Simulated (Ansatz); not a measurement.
Tl (P6_3/mmc): electronic heat capacity and spin susceptibility from the density of states

Theory: DFT PBE+D3(BJ), scalar-relativistic, plane waves, PAW in Ansatz.

Plane waves to 420 eV, a k mesh through Γ of 15×15×8 on the computed 2-atom cell and Gaussian smearing (0.10 eV); no spin polarisation.

Relaxed cell: P6_3/mmc, a = 3.535 Å, b = 3.535 Å, c = 5.473 Å, α = 90.00°, β = 90.00°, γ = 120.00°, 2 atoms in the primitive cell.

The density of states at the Fermi level is 0.772 states/eV in the cell of 2 atoms (2 formula units; both spins, tetrahedra on a 23×23×12 mesh).

Problem. What Sommerfeld coefficient and Pauli susceptibility does this give?

Solution. Per formula unit N(E_F) = 0.386 states/eV. γ = (π²/3) k_B² N(E_F) N_A = 2.357 mJ/(mol K²) per state/eV, so γ = 0.9 mJ/(mol K²), a mole of formula units. χ_P = μ_B² N(E_F) N_A = 3.23×10⁻⁵ emu/mol per state/eV gives 1.2×10⁻⁵ emu/mol. This is the bare band result: a measured γ of the same phase is as a rule larger by a factor 1 + λ from phonons and spin fluctuations, the spin part of χ is larger by the Stoner factor, and a measured χ also holds orbital and core terms. N(E_F) at one energy is sensitive to the mesh where the density of states has sharp peaks.

Spin-orbit coupling is left out, which matters for the bands of heavy elements.

Cost: 1 run of about 0.41 core-minutes, on Arm Neoverse V2 (shared hosts).